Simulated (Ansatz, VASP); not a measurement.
**One calculation of Al, two programs**

File INCAR:

```
SYSTEM = Al
PREC = Accurate
ENCUT = 520
EDIFF = 1E-7
ISMEAR = 1
SIGMA = 0.1
LREAL = .FALSE.
LASPH = .TRUE.
NELM = 100
ALGO = Normal
ISIF = 2
LWAVE = .FALSE.
LCHARG = .FALSE.
LDIPOL = .TRUE.
IDIPOL = 3
DIPOL = 0.5 0.5 0.665
GGA = PE
IBRION = 2
NSW = 80
EDIFFG = -0.02
```

File KPOINTS:

```
Automatic mesh
0
G
  15 15 1
  0 0 0
```

Contents of POSCAR:

```
Al
1.0
    1.4602435473      2.5292160153      0.0000000000
   -2.9204870946      0.0000000000      0.0000000000
    0.0000000000      0.0000000000     29.3328597884
Al
4
Direct
    0.6666666667      0.3333333333      0.5468480259
    0.3333333333      0.6666666667      0.6247759660
    0.0000000000      1.0000000000      0.7040937731
    0.6666666667      0.3333333333      0.7831191949
```

Input for Ansatz:

```yaml
crystal:
  lattice:
    - [1.4602435473, 2.5292160153, 0.0]
    - [-2.9204870946, 0.0, 0.0]
    - [0.0, 0.0, 29.3328597884]
  atoms:
    - { symbol: Al, position: [0.6666666667, 0.3333333333, 0.5468480259] }
    - { symbol: Al, position: [0.3333333333, 0.6666666667, 0.624775966] }
    - { symbol: Al, position: [0.0, 1.0, 0.7040937731] }
    - { symbol: Al, position: [0.6666666667, 0.3333333333, 0.7831191949] }
basis:
  ecutwfc: 420
kpoints:
  mp_grid: { grid: [15, 15, 1] }
hamiltonian:
  xc: pbe
  pseudopotentials: { kind: paw, azcp: { folder: soft_1 } }
scf:
  occupations: { method: methfessel_paxton, width: 0.1 }
  n_extra_bands: 7
  max_iter: 160
output:
  forces: true
  eigenvalues: true
  write_density: true
  write_potential: true
  elf: true
  volumetric_format: npy
relax:
  adjacent_minimum: "off"
  f_tol: 0.02
  max_steps: 60
efield:
  axis: 3
  dipole_correction: true
```

Alike in both runs: task relaxation of the atoms; functional PBE; k mesh 15 × 15 × 1; occupations methfessel-paxton of order 1, width 0.1 eV; no spin polarisation.

|  | VASP | Ansatz |
| --- | --- | --- |
| version | VASP 6.6.1 | Ansatz 0.2.0 |
| potentials or method | VASP PAW PBE potentials, release 64 (Al) | scalar-relativistic, plane waves, PAW |
| plane-wave cutoff (eV) | 520 | 420 |
| valence electrons in the cell | 12 | 12 |

```tsv
	VASP	Ansatz	Ansatz less VASP
gap on the k mesh at the Fermi level, each at its own relaxed structure (eV)	none	none	-
energy change over the relaxation (meV/atom)	-2	-2	0.0
```

A gap of «none» marks a metal or a gap that the smearing closes. Ansatz warned: «xc_potential_rough_in_thin_density».
